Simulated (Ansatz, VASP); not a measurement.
**One calculation of Si, two programs**

File INCAR:

```
SYSTEM = Si
  ALGO = Normal
  EDIFF = 1E-6
  ENCUT = 520
  GGA = CA
  ISIF = 2
  ISMEAR = -1
  LASPH = .True.
  LCHARG = .True.
  LELF = .True.
  LREAL = .False.
  LVHAR = .True.
  LWAVE = .False.
  NBANDS = 11
  NELM = 60
  PREC = Accurate
  SIGMA = 0.08
```

KPOINTS

```
k-points
0
Gamma
  11 11 11
  0 0 0
```

POSCAR

```
Si
1.0
    0.0000000000      2.7423575902      2.7423575902
    2.7423575902      0.0000000000      2.7423575902
    2.7423575902      2.7423575902      0.0000000000
Si
2
Direct
    0.5000000000      0.5000000000      0.5000000000
    0.7500000000      0.7500000000      0.7500000000
```

Input for Ansatz:

```yaml
crystal:
  lattice:
    - [0.0, 2.7423575902, 2.7423575902]
    - [2.7423575902, 0.0, 2.7423575902]
    - [2.7423575902, 2.7423575902, 0.0]
  atoms:
    - { symbol: Si, position: [0.5, 0.5, 0.5] }
    - { symbol: Si, position: [0.75, 0.75, 0.75] }
kpoints:
  mp_grid: { grid: [11, 11, 11] }
scf:
  occupations: { method: fermi_dirac, width: 0.08 }
hamiltonian:
  xc: lda
  pseudopotentials: { kind: all_electron, lapw: { basis_error: 0.00025 } }
output:
  forces: true
  stress: true
  eigenvalues: true
```

Change from the starting cell: volume scaled by 1.03.

Alike in both runs: task single point; functional LDA; k mesh 11 × 11 × 11; occupations fermi-dirac, width 0.08 eV; no spin polarisation.

|  | VASP | Ansatz |
| --- | --- | --- |
| version | VASP 6.6.1 | Ansatz 0.2.0 |
| potentials or method | VASP PAW LDA potentials, release 64 (Si) | all-electron LAPW, scalar-relativistic |
| plane-wave cutoff (eV) | 520 | see its input |

|  | VASP | Ansatz | Ansatz less VASP |
| --- | --- | --- | --- |
| pressure (GPa) | -4.0 | -4.0 | -0.07 |

Ansatz ran all-electron here, so the differences hold the error of VASP's frozen core and of both bases.

Caveats: an odd mesh through Γ misses points on the zone boundary, where band edges often lie.
